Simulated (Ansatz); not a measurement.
**Calculated ¹¹⁵In nuclear quadrupole resonance for InP under strain**

Cell: an entry of the Crystallography Open Database (COD), relaxed with PBE at fixed cell and then changed (z compressed by 3 %, ions relaxed).

```cif
data_structure
_symmetry_space_group_name_H-M 'P 1'
_symmetry_Int_Tables_number 1
_cell_length_a 4.0880
_cell_length_b 4.0880
_cell_length_c 4.1498
_cell_angle_alpha 59.499
_cell_angle_beta 59.499
_cell_angle_gamma 61.002
_cell_volume 49.02
loop_
_atom_site_label
_atom_site_type_symbol
_atom_site_fract_x
_atom_site_fract_y
_atom_site_fract_z
_atom_site_occupancy
In1 In 0.00000 0.00000 0.00000 1
P2 P 0.25000 0.25000 0.25000 1
```

Atom numbers follow the list; atoms alike are taken as one site, whose name carries the number of the first.

Method: Kohn–Sham DFT in Ansatz, PBE, plane waves and PAW, scalar-relativistic, 420 eV cutoff, Γ-centred 13×13×13 k-points, Fermi–Dirac smearing 0.02 eV.

¹¹⁵In: I = 9/2, Q = 772.0 mb (year-2017 value). Static lattice, zero field.

(1) The simulated lines lie at 0.955, 1.91, 2.86, 3.82 MHz. What are |C_Q|, η and |V_zz| at In?

Results:

(1) For I = 9/2 and η = 0 the lines are |C_Q|/24 times 1, 2, 3 and 4; η shifts the lowest up most. Here |C_Q| = 22.9 MHz, η = 0.00 and |V_zz| = 1.23 × 10²¹ V/m². The calculation gives V_zz positive; the lines don't show the sign. The site has 4 P at 2.52 Å.

An axis of threefold or higher order runs through In, so V_zz lies along it and η is zero.

Without spin–orbit coupling (the program notes it for In) the gradients can shift somewhat, as the gap is small. At this changed cell the PBE pressure is 5 GPa.
